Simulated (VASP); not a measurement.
Here is a VASP 6.6.1 calculation.

The input INCAR:

```
SYSTEM = Se
PREC = Accurate ; ENCUT = 520
EDIFF = 1E-7 ; ISMEAR = 0
SIGMA = 0.02 ; LREAL = .FALSE.
LASPH = .TRUE. ; NELM = 80
ALGO = Fast ; ISIF = 3
LWAVE = .FALSE. ; LCHARG = .FALSE.
GGA = PE ; IBRION = 2
NSW = 80 ; EDIFFG = -0.002
AMIX = 0.2 ; PSTRESS = 940.0
```

The input KPOINTS:

```
regular mesh
0
G
  15 15 15
  0 0 0
```

File POSCAR:

```
Se                                      
1.0
    1.9568531425      1.1297897106      0.9835730839
   -1.9568531425      1.1297897106      0.9835730839
   -0.0000000000     -2.2595794212      0.9835730839
  Se            
     1
Direct
     0.0000000000000000    0.0000000000000000    0.0000000000000000
```

Potentials or basis: VASP PAW PBE potentials, release 64 (Se).

Run with:

```bash
$ cat potpaw_PBE.64/Se/POTCAR > POTCAR
$ mpirun -np 1 vasp_std > vasp.out
```

Problem. Estimate the band gap on the k mesh.

Solution. None (metal or under the smearing width).

Final structure:
```xyz
1
Lattice="1.9569 1.1298 0.9836 -1.9569 1.1298 0.9836 0.0000 -2.2596 0.9836" Properties=species:S:1:pos:R:3 pbc="T T T"
Se    0.0000    0.0000    0.0000
```
